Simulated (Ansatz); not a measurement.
# SnS2 (P-3m1): how far a G0W0 gap depends on its settings

How well converged is a G0W0 gap of SnS2, database structure?

Code: Ansatz 0.2.0. G0W0, plane waves. Computed at 0 K without zero-point motion; spin polarisation is off.

## Step 1: Starting point

The cell was relaxed beforehand with r2SCAN+rVV10.

It is trigonal, P-3m1 (No. 164); a = 3.661 Å, c = 5.962 Å in the conventional setting, 23.06 Å³ an atom. Sn has 6 S at 2.57 Å; S has 3 Sn at 2.57 Å.

The structure in full:

```cif
data_structure
_symmetry_space_group_name_H-M 'P-3m1'
_symmetry_Int_Tables_number 164
_cell_length_a 3.6607
_cell_length_b 3.6607
_cell_length_c 5.9619
_cell_angle_alpha 90.000
_cell_angle_beta 90.000
_cell_angle_gamma 120.000
_cell_volume 69.19
loop_
_atom_site_label
_atom_site_type_symbol
_atom_site_symmetry_multiplicity
_atom_site_Wyckoff_symbol
_atom_site_fract_x
_atom_site_fract_y
_atom_site_fract_z
_atom_site_occupancy
Sn1 Sn 1 a 0.00000 0.00000 0.00000 1
S1 S 2 d 0.33333 0.66667 0.24559 1
```

## Step 2: 206 empty bands, 120 eV

File input.yaml:

```yaml
crystal:
  lattice:
    - [3.660745251, 0.0, 0.0]
    - [-1.8303726255, 3.1702983842, 0.0]
    - [0.0, 0.0, 5.9618843037]
  atoms:
    - { symbol: Sn, position: [0.0, 0.0, 0.0] }
    - { symbol: S, position: [0.3333333333, 0.6666666667, 0.2455884213] }
    - { symbol: S, position: [0.6666666667, 0.3333333333, 0.7544115787] }
kpoints:
  mp_grid: { grid: [6, 6, 4] }
hamiltonian:
  xc: pbe
scf:
  occupations: { method: fixed }
gw:
  n_empty_bands: 206
  ecut_chi: 120
  qp_bands: [v2, c2]
  qp_kpoints: band_edges
  screening: { model: contour_deformation }
```

## Step 3: 512 empty bands, 220 eV

Edit input.yaml of step 2 so:

```diff
@@ -16,4 +16,4 @@
 gw:
-  n_empty_bands: 206
-  ecut_chi: 120
+  n_empty_bands: 512
+  ecut_chi: 220
   qp_bands: [v2, c2]
```

## Step 4: 941 empty bands, 300 eV

Edit input.yaml of step 3 so:

```diff
@@ -16,4 +16,4 @@
 gw:
-  n_empty_bands: 512
-  ecut_chi: 220
+  n_empty_bands: 941
+  ecut_chi: 300
   qp_bands: [v2, c2]
```

## Step 5: Starting from HSE06

Edit input.yaml of step 4 so:

```diff
@@ -12,3 +12,3 @@
 hamiltonian:
-  xc: pbe
+  xc: hse06
 scf:
@@ -16,4 +16,4 @@
 gw:
-  n_empty_bands: 941
-  ecut_chi: 300
+  n_empty_bands: 512
+  ecut_chi: 220
   qp_bands: [v2, c2]
```

## Step 6: Starting from r2SCAN

Edit input.yaml of step 5 so:

```diff
@@ -12,3 +12,3 @@
 hamiltonian:
-  xc: hse06
+  xc: r2scan
 scf:
```

## Step 7: Starting from PBE0

Edit input.yaml of step 6 so:

```diff
@@ -12,3 +12,3 @@
 hamiltonian:
-  xc: r2scan
+  xc: pbe0
 scf:
```

## Step 8: A plasmon pole in place of the full frequency dependence

Edit input.yaml of step 7 so:

```diff
@@ -12,3 +12,3 @@
 hamiltonian:
-  xc: pbe0
+  xc: pbe
 scf:
@@ -20,2 +20,2 @@
   qp_kpoints: band_edges
-  screening: { model: contour_deformation }
+  screening: { model: godby_needs }
```

## Step 9: A finer mesh, 12×12×4

Edit input.yaml of step 8 so:

```diff
@@ -10,3 +10,3 @@
 kpoints:
-  mp_grid: { grid: [6, 6, 4] }
+  mp_grid: { grid: [12, 12, 4] }
 hamiltonian:
@@ -16,6 +16,6 @@
 gw:
-  n_empty_bands: 512
-  ecut_chi: 220
+  n_empty_bands: 112
+  ecut_chi: 80
   qp_bands: [v2, c2]
   qp_kpoints: band_edges
-  screening: { model: godby_needs }
+  screening: { model: contour_deformation }
```

## Step 10: Norm-conserving pseudopotentials

Edit input.yaml of step 9 so:

```diff
@@ -10,5 +10,6 @@
 kpoints:
-  mp_grid: { grid: [12, 12, 4] }
+  mp_grid: { grid: [6, 6, 4] }
 hamiltonian:
   xc: pbe
+  pseudopotentials: { kind: nc }
 scf:
@@ -16,4 +17,4 @@
 gw:
-  n_empty_bands: 112
-  ecut_chi: 80
+  n_empty_bands: 512
+  ecut_chi: 220
   qp_bands: [v2, c2]
```

Q: Predict the outcome of this session. Wanted: for each run, start; potentials; frequencies; empty bands; cutoff; Kohn-Sham gap; G0W0 gap.

The runs gave:

| start | potentials | frequencies | empty bands | cutoff (eV) | mesh | Kohn-Sham gap (eV) | G0W0 gap (eV) |
| --- | --- | --- | --- | --- | --- | --- | --- |
| PBE | PAW | full | 206 | 120 | 6×6×4 | 1.50 | 2.35 |
| PBE | PAW | full | 512 | 220 | 6×6×4 | 1.50 | 2.35 |
| PBE | PAW | full | 941 | 300 | 6×6×4 | 1.50 | 2.35 |
| HSE06 | PAW | full | 512 | 220 | 6×6×4 | 2.39 | 2.78 |
| r2SCAN | PAW | full | 512 | 220 | 6×6×4 | 1.81 | 2.55 |
| PBE0 | PAW | full | 512 | 220 | 6×6×4 | 3.09 | 2.97 |
| PBE | PAW | pole | 512 | 220 | 6×6×4 | 1.50 | 2.40 |
| PBE | PAW | full | 112 | 80 | 12×12×4 | 1.49 | 2.30 |
| PBE | NC | full | 512 | 220 | 6×6×4 | 1.50 | 2.38 |

Gaps are those on each run's own mesh.

With bands and cutoff raised together, from 206 bands at 120 eV to 941 at 300 eV, the gap moves by +0.00 eV; the steps shown don't fix a limit. The starting point matters: against PBE, HSE06 gives +0.44 eV, r2SCAN gives +0.21 eV, PBE0 gives +0.62 eV. The plasmon pole changes the gap by +0.050 eV. Norm-conserving potentials change it by +0.031 eV. Spin-orbit coupling is left out.
